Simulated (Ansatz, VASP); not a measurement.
## Bi: VASP beside Ansatz

```xyz
2
Lattice="2.2825 1.3178 3.9641 -2.2825 1.3178 3.9641 0.0000 -2.6356 3.9641" Properties=species:S:1:pos:R:3 pbc="T T T"
Bi    0.0000    0.0000    9.1095
Bi    0.0000    0.0000    2.7828
```

Change from the starting cell: volume scaled by 1.02.

Alike in both runs: task single point; functional PBEsol; k mesh 7 × 7 × 7; occupations fermi-dirac, width 0.05 eV; no spin polarisation.

|  | VASP | Ansatz |
| --- | --- | --- |
| version | VASP 6.6.1 | Ansatz 0.2.0 |
| potentials or method | VASP PAW PBE potentials, release 64 (Bi_d) | Ansatz PAW |
| plane-wave cutoff (eV) | 520 | 420 |
| valence electrons in the cell | 30 | 30 |

Ansatz gave:

| Item | Value |
| --- | --- |
| gap on the k mesh at the Fermi level (eV) | 0.25 |
| least direct gap on the mesh (eV) | 0.51 |
| pressure (GPa) | -1.3 |
| rms of the force components (eV/Å) | 0.024 |

Q: What did VASP give for the same quantities?

A: gap on the k mesh at the Fermi level (eV): 0.25; least direct gap on the mesh (eV): 0.50; pressure (GPa): -1.3; rms of the force components (eV/Å): 0.027.

Atom by atom the forces differ by 0.003 eV/Å (rms over components). The functional is the same, so the differences come from potentials, cutoffs and numerics.

Caveats: spin-orbit coupling is left out, which as a rule narrows the gap of such compounds by several tenths of an eV; the PAW data sets were made with another functional, which shifts forces and pressure a little (VASP); an odd mesh through Γ misses points on the zone boundary, where band edges often lie (VASP); odd divisions of the mesh miss points on the zone boundary, where band edges often lie, so the gap on the mesh can be too wide (Ansatz); the PAW data sets come from PBE, with cores solved anew for the run's functional, which leaves a small shift of forces and pressure (Ansatz).
